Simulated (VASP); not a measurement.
Crystal: NbN.

```
Nb N
1.0
     0.00000    2.19450    2.19450
     2.19450    0.00000    2.19450
     2.19450    2.19450    0.00000
Nb N
1 1
Direct
  0.50000 0.50000 0.50000
  0.00000 0.00000 0.00000
```

Measurements of this composition are mostly on another form, of space group No. 194.

- Program: VASP 6.6.1
- Task: relaxation of cell and atoms
- Functional: PBE
- Potentials or basis: VASP PAW PBE potentials, release 64 (Nb_sv, N)
- Cutoff: 520 eV
- k mesh: 10 × 10 × 10
- Occupations: gaussian, width 0.1 eV
- Spin: no spin polarisation

At the start: pressure 6.5 GPa; volume 10.57 Å³/atom.

How do energy, volume and symmetry change on relaxing?

Over 3 steps the energy falls by 4.3 meV/atom and the volume is 10.79 Å³/atom (+2.1 %); space group Fm-3m (No. 225, to 0.05 Å).

Step by step:
```tsv
step	energy change (eV)	largest force (eV/Å)	pressure (GPa)	volume (Å³)
1	0.0000	0.0000	6.50	21.14
2	0.0256	0.0000	-11.64	22.48
3	-0.0086	0.0000	-0.10	21.57
```

Final structure:
```cif
data_structure
_symmetry_space_group_name_H-M 'P 1'
_symmetry_Int_Tables_number 1
_cell_length_a 3.1248
_cell_length_b 3.1248
_cell_length_c 3.1248
_cell_angle_alpha 60.000
_cell_angle_beta 60.000
_cell_angle_gamma 60.000
_cell_volume 21.57
loop_
_atom_site_label
_atom_site_type_symbol
_atom_site_fract_x
_atom_site_fract_y
_atom_site_fract_z
_atom_site_occupancy
Nb1 Nb 0.50000 0.50000 0.50000 1
N1 N 0.00000 0.00000 0.00000 1
```
